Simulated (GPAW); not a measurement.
Crystal: Al.

```
CELL_PARAMETERS angstrom
0.00000 2.02481 2.02481
2.02481 0.00000 2.02481
2.02481 2.02481 0.00000
ATOMIC_POSITIONS crystal
Al 0.00000 0.00000 0.00000
```

Base run:

- Program: GPAW 26.7.0
- Functional: r2SCAN
- Potentials or basis: GPAW PAW data sets (gpaw-data 1.2.1)
- Cutoff: 600 eV
- Basis: pw
- k mesh: 11 × 11 × 11
- Occupations: fermi-dirac, width 0.05 eV
- Spin: no spin polarisation

Its results: pressure -3.3 GPa.

**Question.** After a change of settings the same cell gave: pressure -1.6 GPa. Which change was it?
A. functional from r2SCAN to PBE; occupations from fermi-dirac, width 0.05 eV to gaussian, width 0.015 eV
B. functional from r2SCAN to MS2
C. functional from r2SCAN to revPBE; potentials or basis from GPAW PAW data sets (gpaw-data 1.2.1) to the program's PAW data sets (release 1.2.1) made for this functional
D. functional from r2SCAN to mBEEF

**Answer.** B.

Caveats: the PAW data sets were made with another functional, which shifts forces and pressure a little.

Not every run made on this cell is shown here.
